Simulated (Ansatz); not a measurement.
HfO2:

```
Hf O
1.0
     5.21946    0.00000    0.00000
     0.00000    5.00476    0.00000
     0.00000    0.00000    5.03269
Hf O
4 8
Cartesian
  5.0472 3.6661 3.7314
  2.7820 3.6661 1.2151
  2.4375 1.3387 3.7314
  0.1723 1.3387 1.2151
  3.2994 4.6477 4.4251
  4.5298 4.6477 1.9087
  1.2211 2.7020 2.4776
  1.3886 2.7020 4.9939
  3.9984 2.3028 4.9939
  3.8308 2.3028 2.4776
  0.6896 0.3571 4.4251
  1.9201 0.3571 1.9087
```

Measurements of this composition are mostly on another form, of space group No. 14.

| Item | Value |
| --- | --- |
| Program | Ansatz 0.2.0 |
| Task | relaxation of cell and atoms |
| Functional | PBEsol |
| Potentials or basis | Ansatz PAW |
| Cutoff | 420 eV (not typed: the program's choice for these potentials) |
| k mesh | 4 × 5 × 4 |
| Occupations | fermi-dirac, width 0.05 eV |
| Spin | no spin polarisation |
| Hubbard terms | Hf d U = 6 eV |

At the start: volume 10.96 Å³/atom.

How do energy, volume and symmetry change on relaxing?

It ends after 9 steps and the volume is 11.47 Å³/atom (+4.7 %); space group Pca2_1 (No. 29, to 0.05 Å).

Step by step:
| step | energy change (eV) | largest force (eV/Å) | volume (Å³) |
| --- | --- | --- | --- |
| 1 | 0.0000 | 0.2872 | 131.46 |
| 2 | -0.1567 | 0.2339 | 138.26 |
| 3 | -0.1734 | 0.1747 | 137.45 |
| 4 | -0.1797 | 0.0989 | 137.14 |
| 5 | -0.1820 | 0.0178 | 137.37 |
| 6 | -0.1823 | 0.0059 | 137.35 |
| 7 | -0.2222 | 0.0044 | 137.35 |
| 8 | -0.2211 | 0.0011 | 137.63 |
| 9 | -0.2226 | 0.0013 | 137.63 |

Final structure:
```
Hf O
1.0
     5.27895    0.00000    0.00000
     0.00000    5.09568    0.00000
     0.00000    0.00000    5.11649
Hf O
4 8
Direct
  0.96784 0.73396 0.73697
  0.53216 0.73396 0.23697
  0.46784 0.26604 0.73697
  0.03216 0.26604 0.23697
  0.63814 0.93187 0.88541
  0.86186 0.93187 0.38541
  0.23551 0.53650 0.49062
  0.26449 0.53650 0.99062
  0.76449 0.46350 0.99062
  0.73551 0.46350 0.49062
  0.13814 0.06813 0.88541
  0.36186 0.06813 0.38541
```

Caveat: the plane-wave basis is chosen anew once the cell has moved, so the energies of steps on either side of that aren't comparable; the pressure holds a Pulay correction of +0.9 GPa for the finite cutoff; the PAW data sets come from PBE, with cores solved anew for the run's functional, which leaves a small shift of forces and pressure.
